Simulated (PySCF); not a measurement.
## Two-dimensional NMR puzzle

Compound of formula C6H8. Correlations simulated from computed shifts and couplings:

HSQC (one-bond C–H):
```csv
δH,δC,"1J(C,H) (Hz)"
6.02,126.3,168
5.90,127.3,169
2.29,27.8,133
```

COSY cross peaks (|J| ≥ 2 Hz):
```csv
δH,δH,abs. J (Hz),bonds
6.02,5.90,10.9,3
6.02,2.29,2.9,4
5.90,2.29,5.7,3
```

HMBC (two and three bonds, |J| ≥ 2.5 Hz):
```csv
δH,δC [abs. J in Hz]
6.02,"127.3 [7.3], 126.3 [2.8], 27.8 [8.3]"
5.90,"126.3 [10.3], 27.8 [5.5]"
2.29,"127.3 [7.9], 126.3 [6.8], 27.8 [4.8]"
```

PySCF 2.14 calculation with NMR shieldings at KT3/pcSseg-2/GIAO, J: B3LYP/pcJ-1 (without the spin–dipole term) and coordinates at the PBE0-D3(BJ)/def2-SVP level; relativity neglected, one conformer, equivalent nuclei averaged, gas phase.

Shifts are taken against calculated references (same method and geometry level): 1H and 13C vs TMS.

Exchangeable hydrogens are left out of these lists, and C,H couplings along chains are those of one rotamer, so weak HMBC peaks may be missing or extra.

Question: Work out the connectivity.

Answer: SMILES C1=CCCC=C1.

Numbering as in the mapped SMILES `[CH:1]1=[CH:2][CH2:3][CH2:4][CH:5]=[CH:6]1`. Each H is labelled by its parent atom.

δC 127.3 is C2/C5, an alkene CH (δH 5.90). δC 126.3 is C1/C6, an alkene CH (δH 6.02). δC 27.8 is C3/C4, an allylic sp3 CH2 (δH 2.29). COSY links 6.02–5.90, 6.02–2.29, 5.90–2.29.

The shifts were computed for this structure.

Unscaled 3J(H,H) at this level run about 10 % above measured values. Shifts are as computed, not scaled to solution data. Of 1211 compounds with measured shifts, 218 miss one by over three times the rms of a fit or turn the order of signals round; such compounds aren't used in these exercises.
